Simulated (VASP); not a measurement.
# Au (Cmce) in VASP: further runs

One crystal, Au, is run at these levels: PBEsol; tasks: single point.

Everything below comes from runs of VASP 6.6.1. Logs are shortened: lines on timing, memory, paths and dates and some standing lists are left out, and cuts for length are marked.

### Step 1. Starting point

It takes space group Cmce (No. 64, orthorhombic). The conventional cell has a = 5.550 Å, b = 3.668 Å, c = 7.481 Å, α = 90.00°, β = 90.00°, γ = 90.00°. Au (site symmetry m) is surrounded by 1 Au at 2.07 Å.

The cell was built by a generator and needn't be a form met in nature.

### Step 2. Single point, PBEsol

INCAR

```
  PREC = Accurate
  ENCUT = 520
  EDIFF = 1E-6
  ISMEAR = 0
  SIGMA = 0.1
  LREAL = False
  LASPH = True
  NELM = 100
  ALGO = Normal
  ISIF = 2
  LWAVE = False
  LCHARG = False
  GGA = PS
  NBANDS = 30
```

KPOINTS

```
regular mesh
0
Gamma
  6 6 4
```

POSCAR

```
Au
1.0
    2.7748612535     -1.8339710146      0.0000000000
    2.7748612535      1.8339710146      0.0000000000
    0.0000000000      0.0000000000      7.4812248269
Au
4
Direct
    0.8500000000      0.1500000000      0.1170000000
    0.6500000000      0.3500000000      0.6170000000
    0.1500000000      0.8500000000      0.8830000000
    0.3500000000      0.6500000000      0.3830000000
```

Potentials or basis: VASP PAW PBE potentials, release 64 (Au).

Started as:

```
> cat potpaw_PBE.64/Au/POTCAR > POTCAR
> mpirun -np 1 vasp_std > vasp.out
```

OUTCAR:

```text
PREC = Accurate
   ENCUT = 520
   EDIFF = 1E-6
   ISMEAR = 0
   LREAL = False
   LASPH = True
   NELM = 100
   ISIF = 2
   GGA = PS

 ion  position               nearest neighbor table
   1  0.850  0.150  0.117-   3 2.07   4 2.71   4 2.71   3 3.11   3 3.36   3 3.36   4 3.41   4 3.41

   2  0.650  0.350  0.617-   4 2.07   3 2.71   3 2.71   4 3.11   4 3.36   4 3.36   3 3.41   3 3.41

   3  0.150  0.850  0.883-   1 2.07   2 2.71   2 2.71   1 3.11   1 3.36   1 3.36   2 3.41   2 3.41

   4  0.350  0.650  0.383-   2 2.07   1 2.71   1 2.71   2 3.11   2 3.36   2 3.36   1 3.41   1 3.41

  LATTYP: Found a base centered orthorhombic cell.
 ALAT       =     3.6679420292
 B/A-ratio  =     1.5130344108
 C/A-ratio  =     2.0396246089

  Lattice vectors:

 A1 = (  -2.7748612535,  -1.8339710146,   0.0000000000)
 A2 = (   2.7748612535,  -1.8339710146,   0.0000000000)
 A3 = (   0.0000000000,   0.0000000000,   7.4812248269)

Analysis of symmetry for initial positions (statically):
=====================================================================
 Subroutine PRICEL returns:
 Original cell was already a primitive cell.

 Routine SETGRP: Setting up the symmetry group for a
 base centered orthorhombic supercell.

 Subroutine GETGRP returns: Found  8 space group operations
 (whereof  4 operations were pure point group operations)
 out of a pool of  8 trial point group operations.

The static configuration has the point symmetry C_2h.
 The point group associated with its full space group is D_2h.

Analysis of symmetry for dynamics (positions and initial velocities):
=====================================================================
 Subroutine PRICEL returns:
 Original cell was already a primitive cell.

 Routine SETGRP: Setting up the symmetry group for a
 base centered orthorhombic supercell.

 Subroutine GETGRP returns: Found  8 space group operations
 (whereof  4 operations were pure point group operations)
 out of a pool of  8 trial point group operations.

The dynamic configuration has the point symmetry C_2h.
 The point group associated with its full space group is D_2h.

 Subroutine INISYM returns: Found  8 space group operations
 (whereof  4 operations are pure point group operations),
 and found     1 'primitive' translations

----------------------------------------------------------------------------------------

                                     Primitive cell

  volume of cell :      76.1441

  direct lattice vectors                    reciprocal lattice vectors
     2.774861254 -1.833971015  0.000000000     0.180189189 -0.272632444  0.000000000
     2.774861254  1.833971015  0.000000000     0.180189189  0.272632444  0.000000000
     0.000000000  0.000000000  7.481224827     0.000000000  0.000000000  0.133667952

  length of vectors
     3.326154635  3.326154635  7.481224827     0.326797481  0.326797481  0.133667952

  position of ions in fractional coordinates (direct lattice)
     0.850000000  0.150000000  0.117000000
     0.650000000  0.350000000  0.617000000
     0.150000000  0.850000000  0.883000000
     0.350000000  0.650000000  0.383000000

  ion indices of the primitive-cell ions
   primitive index   ion index
                 1           1
                 2           2
                 3           3
                 4           4

----------------------------------------------------------------------------------------

 KPOINTS: regular mesh

Automatic generation of k-mesh.
 Grid dimensions read from file:
 generate k-points for:    6    6    4

 Generating k-lattice:

  Cartesian coordinates                     Fractional coordinates (reciprocal lattice)
     0.030031532 -0.045438741  0.000000000     0.166666667  0.000000000  0.000000000
     0.030031532  0.045438741  0.000000000     0.000000000  0.166666667  0.000000000
     0.000000000  0.000000000  0.033416988     0.000000000  0.000000000  0.250000000

  Length of vectors
     0.054466247  0.054466247  0.033416988

  Shift w.r.t. Gamma in fractional coordinates (k-lattice)
     0.000000000  0.000000000  0.000000000

 Subroutine IBZKPT returns following result:
 ===========================================

 Found     39 irreducible k-points:

 Following reciprocal coordinates:
            Coordinates               Weight
  0.000000  0.000000  0.000000      1.000000
  0.166667  0.000000  0.000000      4.000000
  0.333333  0.000000  0.000000      4.000000
  0.500000  0.000000  0.000000      2.000000
  0.166667  0.166667  0.000000      2.000000
  0.333333  0.166667  0.000000      4.000000
[... 16 lines left out ...]
  0.333333  0.333333  0.250000      4.000000
  0.500000  0.333333  0.250000      8.000000
 [... further k-points ...]
   k-points           NKPTS =     39   k-points in BZ     NKDIM =     39   number of bands    NBANDS=     30
   number of dos      NEDOS =    301   number of ions     NIONS =      4
   total plane-waves  NPLWV =  43904
   dimension x,y,z NGX =    28 NGY =   28 NGZ =   56
   dimension x,y,z NGXF=    56 NGYF=   56 NGZF=  112
   ions per type =               4
   NGX,Y,Z   is equivalent  to a cutoff of  13.99, 13.99, 12.44 a.u.
   NGXF,Y,Z  is equivalent  to a cutoff of  27.99, 27.99, 24.89 a.u.
 SYSTEM =  unknown system
   PREC   = accura    normal or accurate (medium, high low for compatibility)
   ISTART =      0    job   : 0-new  1-cont  2-samecut
   ICHARG =      2    charge: 1-file 2-atom 10-const
   ISPIN  =      1    spin polarized calculation?
   LNONCOLLINEAR =      F non collinear calculations
   LSORBIT =      F    spin-orbit coupling
   LASPH  =      T    aspherical Exc in radial PAW
   ENCUT  =  520.0 eV  38.22 Ry    6.18 a.u.   6.18  6.18 13.91*2*pi/ulx,y,z
   NELM   =    100;   NELMIN=  2; NELMDL= -5     # of ELM steps
   EDIFF  = 0.1E-05   stopping-criterion for ELM
   LREAL  =      F    real-space projection
   EDIFFG = 0.1E-04   stopping-criterion for IOM
   NSW    =      0    number of steps for IOM
   IBRION =     -1    ionic relax: 0-MD 1-quasi-New 2-CG
   NFREE  =      0    steps in history (QN), initial steepest desc. (CG)
   ISIF   =      2    stress and relaxation
   ISYM   =      2    0-nonsym 1-usesym 2-fastsym
   POTIM  = 0.5000    time-step for ionic-motion
   TEBEG  =    0.0;   TEEND  =   0.0 temperature during run
   PSTRESS=    0.0 pullay stress
   NELECT =      44.0000    total number of electrons
   NUPDOWN=      -1.0000    fix difference up-down
   EMIN   =  10.00;   EMAX   =-10.00  energy-range for DOS
   EFERMI =   0.00;   METHOD = LEGACY
   ISMEAR =     0;   SIGMA  =   0.10  broadening in eV -4-tet -1-fermi 0-gaus
   EFERMI_NEDOS =   21; number of points for ismear=-14 and -15
   IALGO  =     38    algorithm
   IMIX   =      4    mixing-type and parameters
     AMIX     =   0.40;   BMIX     =  1.00
     AMIX_MAG =   1.60;   BMIX_MAG =  1.00
  volume/ion in A,a.u.               =      19.04       128.46
  Fermi-wavevector in a.u.,A,eV,Ry     =   1.363579  2.576790 25.297954  1.859347
  Thomas-Fermi vector in A             =   2.489969
   LORBIT       =      0    0 simple, 1 ext, 2 COOP (PROOUT), +10 PAW based schemes
   GGA     = PS    functional components
   LHFCALC =     F    Hartree Fock is set to
   AEXX    =    0.0000 exact exchange contribution
   IVDW    =     0    specifies the selected vdW correction
   LEPSILON=     F    determine dielectric tensor
   LRPA    =     F    only Hartree local field effects (RPA)
 non-spin polarized calculation
 Gauss-broadening in eV      SIGMA  =   0.10
  energy-cutoff  :      520.00
  volume of cell :       76.14
 maximum number of plane-waves:      2078
 NGX is ok and might be reduce to    28

 number of electron      44.0000003 magnetization

 Free energy of the ion-electron system (eV)
  ---------------------------------------------------
  ext. energy  EPLUGINS =         0.00000000
  ---------------------------------------------------
  free energy    TOTEN  =        -8.07866453 eV

  energy without entropy =       -8.07294044  energy(sigma->0) =       -8.07580249

 E-fermi :   7.5490     XC(G=0): -12.0785

 val. band max:        7.5406316315   @ k =   0.5000   0.5000   0.5000
 cond. band min:       7.5506538107   @ k =   0.5000   0.5000   0.0000
 fundamental gap:      0.0100221792
 Fermi energy:         7.5489751141

 k-point     1 :       0.0000    0.0000    0.0000
  band No.  band energies     occupation
      1      -1.5199      2.00000
      2      -0.2892      2.00000
      3       0.1300      2.00000
      4       1.0927      2.00000
      5       1.2952      2.00000
      6       1.4229      2.00000
[... 22 lines left out ...]
     29      19.7941      0.00000
     30      20.2989      0.00000

 k-point     2 :       0.1667    0.0000    0.0000
  band No.  band energies     occupation
      1      -1.0934      2.00000
      2      -0.2365      2.00000
      3       0.3573      2.00000
      4       0.9770      2.00000
      5       1.2959      2.00000
      6       1.5269      2.00000
[... 22 lines left out ...]
     29      18.4147      0.00000
     30      19.3140      0.00000

 k-point     3 :       0.3333    0.0000    0.0000
  band No.  band energies     occupation
      1      -0.3789      2.00000
      2      -0.2006      2.00000
      3       0.8797      2.00000
      4       1.1429      2.00000
      5       1.1699      2.00000
      6       1.3990      2.00000
[... 22 lines left out ...]
     29      17.4622      0.00000
     30      17.8379      0.00000

 k-point     4 :       0.5000    0.0000    0.0000
  band No.  band energies     occupation
      1      -0.2342      2.00000
      2      -0.2342      2.00000
      3       1.0002      2.00000
      4       1.0002      2.00000
      5       1.5998      2.00000
      6       1.5998      2.00000
[... 22 lines left out ...]
     29      17.5673      0.00000
     30      17.5673      0.00000

 k-point     5 :       0.1667    0.1667    0.0000
  band No.  band energies     occupation
      1      -1.1516      2.00000
      2      -0.3192      2.00000
      3       0.1676      2.00000
      4       1.2600      2.00000
      5       1.3055      2.00000
      6       1.5037      2.00000
[... 22 lines left out ...]
     29      18.5673      0.00000
     30      19.1514      0.00000
[... 526 lines left out ...]
     29      16.0121      0.00000
     30      17.1212      0.00000

 k-point    22 :      -0.1667    0.1667    0.2500
  band No.  band energies     occupation
      1      -0.4951      2.00000
      2      -0.2384      2.00000
      3       0.9424      2.00000
      4       1.1695      2.00000
      5       1.3201      2.00000
      6       1.4002      2.00000
[... 22 lines left out ...]
     29      17.3768      0.00000
     30      18.1543      0.00000

 k-point    23 :       0.3333    0.3333    0.2500
  band No.  band energies     occupation
      1      -0.5383      2.00000
      2      -0.3275      2.00000
      3       0.3099      2.00000
      4       1.1756      2.00000
      5       1.2901      2.00000
      6       1.3587      2.00000
[... 22 lines left out ...]
     29      16.1229      0.00000
     30      17.7576      0.00000

 k-point    24 :       0.5000    0.3333    0.2500
  band No.  band energies     occupation
      1      -0.4363      2.00000
      2      -0.2796      2.00000
      3       0.4768      2.00000
      4       1.0729      2.00000
      5       1.2806      2.00000
      6       1.4646      2.00000
[... 22 lines left out ...]
     29      15.0121      0.00000
     30      16.0477      0.00000

 [... further k-points ...]

------------------------ aborting loop because EDIFF is reached ----------------------------------------

  FORCE on cell =-STRESS in cart. coord.  units (eV):
  Direction    XX          YY          ZZ          XY          YZ          ZX
  --------------------------------------------------------------------------------------
  -------------------------------------------------------------------------------------
  Total       -4.2922812     16.0672515     44.7119051      0.0000000      0.0000000      0.0000000
  in kB      -90.3155039    338.0770825    940.8000131      0.0000000      0.0000000      0.0000000
  external PRESSURE =     396.1871972 kB  Pullay stress =       0.0000000 kB

 VOLUME and BASIS-vectors are now :
 -----------------------------------------------------------------------------
  energy-cutoff  :      520.00
  volume of cell :       76.14
      direct lattice vectors                 reciprocal lattice vectors
     2.774861254 -1.833971015  0.000000000     0.180189189 -0.272632444  0.000000000
     2.774861254  1.833971015  0.000000000     0.180189189  0.272632444  0.000000000
     0.000000000  0.000000000  7.481224827     0.000000000  0.000000000  0.133667952

 POSITION                                       TOTAL-FORCE (eV/Angst)
 -----------------------------------------------------------------------------------
      2.77486     -1.28378      0.87530         0.000000      8.656741     12.946889
      2.77486     -0.55019      4.61592         0.000000     -8.656741     12.946889
      2.77486      1.28378      6.60592         0.000000     -8.656741    -12.946889
      2.77486      0.55019      2.86531         0.000000      8.656741    -12.946889
 -----------------------------------------------------------------------------------
    total drift:                               -0.000000     -0.000000      0.000000

  FREE ENERGIE OF THE ION-ELECTRON SYSTEM (eV)
  ---------------------------------------------------
  free  energy   TOTEN  =        -8.0786645349 eV

  energy  without entropy=       -8.0729404413  energy(sigma->0) =       -8.07580249
```

Run time: 36 s. Hardware: 1 thread of Intel Xeon 6975P-C (Granite Rapids), shared host; peak memory 0.22 GiB.

What came out:

- Free energy: -8.0787 eV
- Pressure: 39.6 GPa
- Largest force: 15.574 eV/Å
- Band gap on the k mesh: none (metal or under the smearing width)

Forces in eV/Å, atoms in the order of the input:
```
Au    0.000   8.657  12.947
Au    0.000  -8.657  12.947
Au    0.000  -8.657 -12.947
Au    0.000   8.657 -12.947
```

Stress tensor (GPa, compression positive):
```
-9.03  0.00  0.00
 0.00 33.81  0.00
 0.00  0.00 94.08
```

Caveat: a pressure of tens of GPa on the cell as given is suspect, and the run, the potentials or the cell itself is likely at fault; the PAW data sets were made with another functional, which shifts forces and pressure a little.

### Step 3. Single point, PBEsol

This run uses another cell than the first one: it holds 1 atom, not 4.

INCAR

```
ALGO = Fast ; EDIFF = 1E-7
ENCUT = 520 ; GGA = PS
ISIF = 2 ; ISMEAR = 0
LASPH = T ; LCHARG = T
LELF = T ; LREAL = F
LVHAR = T ; LWAVE = F
NBANDS = 12 ; NELM = 100
PREC = Accurate ; SIGMA = 0.1
```

KPOINTS

```
k-points
0
Gamma
  24 24 24
```

POSCAR

```
Au
1.0
    0.0000000000      2.0423970018      2.0417466241
    2.0401316819      0.0000000000      2.0417466241
    2.0401316819      2.0423970018      0.0000000000
Au
1
Direct
    0.5000000000      0.5000000000      0.5000000000
```

Potentials or basis: VASP PAW PBE potentials, release 64 (Au).

Started as:

```
> cat potpaw_PBE.64/Au/POTCAR > POTCAR
> mpirun -np 1 vasp_std > vasp.out
```

Run time: 2.6 min. Hardware: 1 thread of Intel Xeon 6975P-C (Granite Rapids), shared host; peak memory 0.48 GiB.

It converged, with:

```yaml
Free_energy: -3.9252 eV
Pressure: -0.2 GPa
Band_gap_on_the_k_mesh: none (metal or under the smearing width)
```

Levels at points of the mesh, in eV from the Fermi level:
| k point | band 2 | band 3 | band 4 | band 5 | band 6 | band 7 | band 8 | band 9 | band 10 | band 11 |
| --- | --- | --- | --- | --- | --- | --- | --- | --- | --- | --- |
| (0.00, 0.00, 0.00) | -4.67 | -4.67 | -4.66 | -3.14 | -3.13 | 14.52 | 18.51 | 18.52 | 18.53 | 23.39 |
| (0.50, 0.00, 0.00) | -4.71 | -4.70 | -1.93 | -1.93 | -1.02 | 3.08 | 13.96 | 17.11 | 17.13 | 24.92 |
| (0.50, 0.50, 0.00) | -6.75 | -1.97 | -1.61 | -1.60 | 0.97 | 5.77 | 9.98 | 9.98 | 17.20 | 19.83 |
| (0.50, 0.00, 0.50) | -6.75 | -1.97 | -1.61 | -1.60 | 0.96 | 5.76 | 9.98 | 9.99 | 17.21 | 19.84 |
| (0.00, 0.50, 0.50) | -6.75 | -1.97 | -1.61 | -1.60 | 0.98 | 5.79 | 9.96 | 9.97 | 17.19 | 19.82 |

Caveat: the PAW data sets were made with another functional, which shifts forces and pressure a little. The run has no spin-orbit coupling, so splittings on Au are missing.
